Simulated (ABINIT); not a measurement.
Write the native input for ABINIT 10.8.3 (patched build) that does the following.

| Property | Result |
| --- | --- |
| Task | equation of state |
| Functional | PBE |
| Potentials or basis | PseudoDojo NC SR PBE v0.5 stringent |
| Cutoff | 1143 eV |
| k mesh | 12 × 12 × 12 |
| Occupations | fermi-dirac, width 0.05 eV |
| Spin | no spin polarisation |

Crystal: Pt.

```
Pt
1.0
     0.00000    1.96090    1.96090
     1.96090    0.00000    1.96090
     1.96090    1.96090    0.00000
Pt
1
Direct
  0.00000 0.00000 0.00000
```

The input as run:

run.abi

```
# Datasets: one volume each
ndtset 7
getwfk -1
scalecart1 3*0.9795861087
scalecart2 3*0.9864848297
scalecart3 3*0.9932883884
scalecart4 3*1.0000000000
scalecart5 3*1.0066227096
scalecart6 3*1.0131594038
scalecart7 3*1.0196128224

# Pseudopotentials
pp_dirpath "./"
pseudos "Pt.upf"

# Structure
acell 3*1.0 Angstrom
rprim
     0.0000000000     1.9609000000     1.9609000000
     1.9609000000     0.0000000000     1.9609000000
     1.9609000000     1.9609000000     0.0000000000
ntypat 1
znucl 78
natom 1
typat 1
xred
     0.0000000000     0.0000000000     0.0000000000

# Plane-wave basis
ecut 42.0

# k points
kptopt 1
ngkpt 12 12 12
nshiftk 1
shiftk 0.0 0.0 0.0

# Exchange and correlation
ixc 11

# Bands and occupations
nband 13
occopt 3
tsmear 0.00183747

# SCF cycle
nstep 100
tolvrs 1.0e-10

# Output
iomode 3
prtwf 1
prtden 0
prteig 0
prtebands 0
```

Potentials or basis: PseudoDojo NC SR PBE v0.5 stringent.

The run is started by

```console
$ abinit run.abi > log 2>&1
```

Results of the run:

The equilibrium volume is 15.62 Å³/atom. The bulk modulus is 250 GPa and the pressure derivative of the bulk modulus is 5.3.

Caveat: pressures at fixed basis lie under the slope of the energies.

It took 3.3 min on 1 thread of Arm Neoverse V1, on a shared host, peak memory 0.11 GiB.
